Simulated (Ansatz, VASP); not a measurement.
**Al2O3 (dpbe): VASP beside Ansatz**

```
Al O
1.0
     2.40399    1.38795    4.37382
    -2.40399    1.38795    4.37382
     0.00000   -2.77589    4.37382
Al O
4 6
Direct
  0.35213 0.35213 0.35213
  0.14787 0.14787 0.14787
  0.64787 0.64787 0.64787
  0.85213 0.85213 0.85213
  0.55616 0.94384 0.25000
  0.25000 0.55616 0.94384
  0.94384 0.25000 0.55616
  0.44384 0.05616 0.75000
  0.75000 0.44384 0.05616
  0.05616 0.75000 0.44384
```

Alike in both runs: functional PBE; k mesh 6 × 6 × 6; occupations gaussian, width 0.02 eV; no spin polarisation.

Ansatz relaxed the structure, and its values are those at the end. VASP's run is a single point on that final structure, the one shown.

|  | VASP | Ansatz |
| --- | --- | --- |
| version | VASP 6.6.1 | Ansatz 0.2.0 |
| potentials or method | VASP PAW PBE potentials, release 64 (Al, O) | scalar-relativistic, plane waves, PAW |
| plane-wave cutoff (eV) | 520 | 420 |
| valence electrons in the cell | 48 | 48 |

|  | VASP | Ansatz | Ansatz less VASP |
| --- | --- | --- | --- |
| gap on the k mesh at the Fermi level (eV) | 5.85 | 5.86 | +0.006 |
| least direct gap on the mesh (eV) | 5.85 | 5.86 | +0.006 |
| pressure (GPa) | 0.0 | 0.0 | +0.04 |
| rms of the force components (eV/Å) | 0.003 | 0.000 | -0.0032 |

With one functional, cell and mesh, what is left measures potentials, basis and numerics.

Expect the measured gap to be larger: semilocal functionals such as PBE lack the derivative discontinuity.
